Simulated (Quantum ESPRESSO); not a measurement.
Te:

```
Te
1.0
     2.30590    1.33131    1.69095
    -2.30590    1.33131    1.69095
     0.00000   -2.66263    1.69095
Te
1
Direct
  0.50000 0.50000 0.50000
```

This isn't the form of Te at room conditions, which is trigonal, of chains.

| Quantity | Value |
| --- | --- |
| Program | Quantum ESPRESSO 7.5 |
| Task | single point |
| Functional | PBEsol |
| Potentials or basis | GBRV 1.5 PBEsol |
| Cutoff | 612 eV |
| Density cutoff | 4898 eV |
| k mesh | 9 × 9 × 9 |
| Occupations | fermi-dirac, width 0.05 eV |
| Spin | no spin polarisation |

On this cell: pressure -0.3 GPa; band gap on the k mesh none (metal or under the smearing width).

The same run follows on a disturbed copy (cell strained at random at fixed volume):

```
Te
1.0
     2.28571    1.30841    1.72314
    -2.26423    1.29574    1.70383
    -0.00024   -2.65977    1.75728
Te
1
Direct
  0.50143 0.49386 0.50316
```

Problem. What changes?

Solution. The energy (extrapolated to zero smearing) moves by -0.7 meV/atom; pressure 0.0 GPa; band gap on the k mesh none (metal or under the smearing width).

Stress tensor (GPa, compression positive):
```
 0.06 -0.15 -0.20
-0.15 -0.15  0.30
-0.20  0.30  0.07
```
